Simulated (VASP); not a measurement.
## BN in VASP 6.6.1, single-point calculation

INCAR

```
EDIFF = 1E-7
NBANDS = 11
GGA = PE
SIGMA = 0.02
LCHARG = .FALSE.
ISIF = 2
NSW = 0
ADDGRID = .TRUE.
PREC = Accurate
NELM = 51
IBRION = -1
LASPH = .TRUE.
LWAVE = .FALSE.
LREAL = .FALSE.
ENCUT = 520
ISMEAR = -1
```

KPOINTS

```
KPOINTS created by Atomic Simulation Environment
0
Gamma
12 12 12
0 0 0
```

POSCAR

```
B  N
 1.0000000000000000
     1.2847525481896127    0.7417522295226640    3.3434476225036973
    -1.2847525481896127    0.7417522295226640    3.3434476225036973
     0.0000000000000000   -1.4835044590953275    3.3434476224926049
 B   N
   1   1
Cartesian
 -0.0000000000000000 -0.0000000000499839 10.0272142260225579
 -0.0000000000000000 -0.0000000000166371  3.3375456119490696
```

The recommended PBE PAW datasets give the neutral cell 8 valence electrons.

Command

```
mpirun -np 1 vasp_std
```

OSZICAR

```
N       E                     dE             d eps       ncg     rms          rms(c)
DAV:   1     0.137216356798E+02    0.13722E+02   -0.46632E+03  4214   0.686E+02
DAV:   2    -0.182464004125E+02   -0.31968E+02   -0.30965E+02  4915   0.159E+02
DAV:   3    -0.190617980578E+02   -0.81540E+00   -0.81423E+00  5020   0.234E+01
DAV:   4    -0.190643602545E+02   -0.25622E-02   -0.25621E-02  4644   0.146E+00
DAV:   5    -0.190643712933E+02   -0.11039E-04   -0.11039E-04  5111   0.841E-02    0.750E+00
DAV:   6    -0.176635125293E+02    0.14009E+01   -0.52434E+00  4750   0.124E+01    0.338E+00
DAV:   7    -0.175548402028E+02    0.10867E+00   -0.17608E-01  4983   0.332E+00    0.211E+00
DAV:   8    -0.175221410908E+02    0.32699E-01   -0.10059E-01  5087   0.194E+00    0.223E-01
DAV:   9    -0.175222943543E+02   -0.15326E-03   -0.28271E-03  4575   0.409E-01    0.126E-01
DAV:  10    -0.175226591579E+02   -0.36480E-03   -0.51439E-04  4680   0.165E-01    0.225E-02
DAV:  11    -0.175226818372E+02   -0.22679E-04   -0.47976E-05  4977   0.462E-02    0.201E-02
DAV:  12    -0.175226818970E+02   -0.59734E-07   -0.95662E-06  4602   0.202E-02    0.168E-03
DAV:  13    -0.175226820293E+02   -0.13232E-06   -0.35787E-07  5076   0.525E-03    0.575E-04
DAV:  14    -0.175226820437E+02   -0.14470E-07   -0.20774E-08  4491   0.982E-04
   1 F= -.17522682E+02 E0= -.17522682E+02  d E =-.115917E-11
```

From OUTCAR

```
k-points           NKPTS =    189   k-points in BZ     NKDIM =    189   number of bands    NBANDS=     11

   NELECT =       8.0000    total number of electrons

   dimension x,y,z NGX =    28 NGY =   28 NGZ =   28
   dimension x,y,z NGXF=    56 NGYF=   56 NGZF=   56

  energy-cutoff  :      520.00
  volume of cell :       19.12
      direct lattice vectors                 reciprocal lattice vectors
     1.284752548  0.741752230  3.343447623     0.389180003  0.224693179  0.099697489
    -1.284752548  0.741752230  3.343447623    -0.389180003  0.224693179  0.099697489
     0.000000000 -1.483504459  3.343447622     0.000000000 -0.449386358  0.099697489

 k-points in reciprocal lattice and weights: KPOINTS created by Atomic Simulation Env
   0.00000000  0.00000000  0.00000000       0.001
   0.08333333 -0.00000000  0.00000000       0.003
   0.16666667 -0.00000000  0.00000000       0.003
   0.25000000  0.00000000  0.00000000       0.003
   0.33333333  0.00000000  0.00000000       0.003
   0.41666667 -0.00000000  0.00000000       0.003
   0.50000000  0.00000000  0.00000000       0.002
   0.08333333  0.08333333  0.00000000       0.003
   ...

 E-fermi :   2.3390

 k-point     1 :       0.0000    0.0000    0.0000
  band No.  band energies     occupation
      1     -15.4503      2.00000
      2      -1.8302      2.00000
      3       0.5054      2.00000
      4       0.5054      2.00000
      5       7.0548      0.00000
      6      12.9089      0.00000
      7      12.9089      0.00000
      8      14.1221      0.00000
      9      15.3718      0.00000
     10      26.5372      0.00000
     11      29.2958      0.00000

 k-point     2 :       0.0833   -0.0000    0.0000
  band No.  band energies     occupation
      1     -15.3200      2.00000
      2      -1.6960      2.00000
      3      -0.0467      2.00000
      4       0.2697      2.00000
      5       7.3411      0.00000
      6      12.8360      0.00000
      7      13.4555      0.00000
      8      13.6942      0.00000
      9      15.7822      0.00000
     10      26.7813      0.00000
     11      27.2504      0.00000

 k-point     3 :       0.1667   -0.0000    0.0000
  band No.  band energies     occupation
      1     -14.9369      2.00000
      2      -1.4483      2.00000
      3      -1.2689      2.00000
      4      -0.3066      2.00000
      5       8.0652      0.00000
      6      12.5015      0.00000
      7      12.7474      0.00000
      8      14.9431      0.00000
      9      16.8034      0.00000
     10      24.3321      0.00000
     11      26.3025      0.00000

 k-point     4 :       0.2500    0.0000    0.0000
  band No.  band energies     occupation
      1     -14.3297      2.00000
      2      -3.1432      2.00000
      3      -0.9779      2.00000
      4      -0.6528      2.00000
      5       8.9661      0.00000
      6      11.0404      0.00000
      7      12.6575      0.00000
      8      17.0478      0.00000
      9      17.9793      0.00000
     10      22.2107      0.00000
     11      24.7668      0.00000

 k-point     5 :       0.3333    0.0000    0.0000
  band No.  band energies     occupation
      1     -13.5691      2.00000
      2      -4.8434      2.00000
      3      -1.5568      2.00000
      4       0.1643      2.00000
      5       8.8512      0.00000
      6      10.4712      0.00000
      7      12.9065      0.00000
      8      18.4345      0.00000
      9      19.3932      0.00000
     10      21.2301      0.00000
     11      23.6547      0.00000

 ...

  Total       -2.5659144     -2.5659144      0.2813855      0.0000000     -0.0000000      0.0000000
  in kB     -215.0446371   -215.0446371     23.5824063      0.0000000     -0.0000000      0.0000000
  external PRESSURE =    -135.5022893 kB  Pullay stress =       0.0000000 kB

 POSITION                                       TOTAL-FORCE (eV/Angst)
 -----------------------------------------------------------------------------------
      0.00000     -0.00000     10.02721         0.000000     -0.000000      0.001410
      0.00000     -0.00000      3.33755         0.000000      0.000000     -0.001410
 -----------------------------------------------------------------------------------
    total drift:                               -0.000000     -0.000000     -0.000005

  FREE ENERGIE OF THE ION-ELECTRON SYSTEM (eV)
  ---------------------------------------------------
  free  energy   TOTEN  =       -17.5226820437 eV

  energy  without entropy=      -17.5226820437  energy(sigma->0) =      -17.52268204
```

It converged. Results: gap between bands v and c on the k mesh 4.11 eV; least direct gap on the k mesh 4.50 eV; pressure -13.6 GPa. Band v is the last that the valence electrons fill when counted band by band, and c is the next.

For comparison, a separate PBE run of the intended cell, on usual settings and not on those above, gives a gap of 4.11 eV on its mesh and a pressure of -13.6 GPa.

The run above took about 55 s on one core of a shared host (Intel Xeon Platinum 8488C) and held 0.23 GiB at most.
